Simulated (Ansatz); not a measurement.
# Pb: equation of state with BLYP+D4

Crystal: Pb.

```
Pb
1.0
     0.00000    2.47502    2.47502
     2.47502    0.00000    2.47502
     2.47502    2.47502    0.00000
Pb
1
Cartesian
  0.0000 0.0000 0.0000
```

| Quantity | Value |
| --- | --- |
| Program | Ansatz 0.2.0 |
| Task | equation of state |
| Functional | BLYP |
| Dispersion | D4 |
| Potentials or basis | Ansatz PAW |
| Cutoff | 420 eV |
| Density cutoff | 1680 eV |
| k mesh | 9 × 9 × 9 |
| Occupations | fermi-dirac, width 0.05 eV |
| Spin | no spin polarisation |

The equilibrium volume is 31.55 Å³/atom, the bulk modulus is 41 GPa and the pressure derivative of the bulk modulus is 5.1.

Energy against volume, from the lowest point:
| volume (Å³/atom) | energy (meV/atom) |
| --- | --- |
| 28.503 | 45.95 |
| 29.110 | 28.23 |
| 29.716 | 15.29 |
| 30.323 | 6.60 |
| 30.929 | 1.64 |
| 31.535 | 0.00 |
| 32.142 | 1.38 |

All runs of the series together: 4.6 s on 2 threads of Arm Neoverse V1, on a shared host.

The cell as given is a measured one (30.32 Å³/atom); BLYP+D4 puts the equilibrium volume +4.0 % from it, thermal expansion not counted.

Caveat: the potentials were made for another functional, which shifts forces and pressure. Spin-orbit coupling is left out, which matters for the levels of Pb.
